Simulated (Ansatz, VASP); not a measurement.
**One calculation of GaN, two programs**

INCAR

```
SYSTEM = GaN
PREC = Accurate
ENCUT = 520
EDIFF = 1E-6
ISMEAR = 0
SIGMA = 0.05
LREAL = .FALSE.
LASPH = .TRUE.
NELM = 60
ALGO = Normal
ISIF = 2
LWAVE = .FALSE.
LCHARG = .TRUE.
GGA = PE
LELF = .TRUE.
LVHAR = .TRUE.
NBANDS = 26
```

The input KPOINTS:

```
Automatic mesh
0
G
  12 12 6
  0 0 0
```

Contents of POSCAR:

```
GaN
1.0
    3.2594996520      0.0000000000      0.0000000000
   -1.6297498260      2.8228095022      0.0000000000
    0.0000000000      0.0000000000      5.2951500000
Ga N
2 2
Direct
    0.3333333333      0.6666666667      0.0000000000
    0.6666666667      0.3333333333      0.5000000000
    0.3333333333      0.6666666667      0.3750000000
    0.6666666667      0.3333333333      0.8750000000
```

Input for Ansatz:

```yaml
crystal:
  lattice:
    - [3.259499652, 0.0, 0.0]
    - [-1.629749826, 2.8228095022, 0.0]
    - [0.0, 0.0, 5.29515]
  atoms:
    - { symbol: Ga, position: [0.3333333333, 0.6666666667, 0.0] }
    - { symbol: Ga, position: [0.6666666667, 0.3333333333, 0.5] }
    - { symbol: "N", position: [0.3333333333, 0.6666666667, 0.375] }
    - { symbol: "N", position: [0.6666666667, 0.3333333333, 0.875] }
basis:
  ecutwfc: 420
kpoints:
  mp_grid: { grid: [12, 12, 6] }
hamiltonian:
  xc: pbe
scf:
  occupations: { method: gaussian, width: 0.05 }
output:
  forces: true
  stress: true
  eigenvalues: true
  write_density: true
  write_potential: true
  elf: true
  volumetric_format: npy
```

Change from the starting cell: strain +0.025 along x and y, +0.025 along z, atoms carried along.

Alike in both runs: task single point; functional PBE; k mesh 12 × 12 × 6; occupations gaussian, width 0.05 eV; no spin polarisation.

```csv
,VASP,Ansatz
version,VASP 6.6.1,Ansatz 0.2.0
potentials or method,"VASP PAW PBE potentials, release 64 (Ga_d, N)","scalar-relativistic, plane waves, PAW"
plane-wave cutoff (eV),520,420
valence electrons in the cell,36,36
```

Ansatz gave:

```
gap on the k mesh at the Fermi level (eV)       : 1.47
least direct gap on the mesh (eV)               : 1.47
pressure (GPa)                                  : -5.6
largest component of the traceless stress (GPa) : 1.05
rms of the force components (eV/Å)              : 0.068
```

**Question.** What did VASP give for the same quantities?

**Answer.** gap on the k mesh at the Fermi level (eV): 1.47; least direct gap on the mesh (eV): 1.47; pressure (GPa): -5.4; largest component of the traceless stress (GPa): 1.06; rms of the force components (eV/Å): 0.067.

Atom by atom the forces differ by 0.001 eV/Å (rms over components). The functional is the same, so the differences come from potentials, cutoffs and numerics.
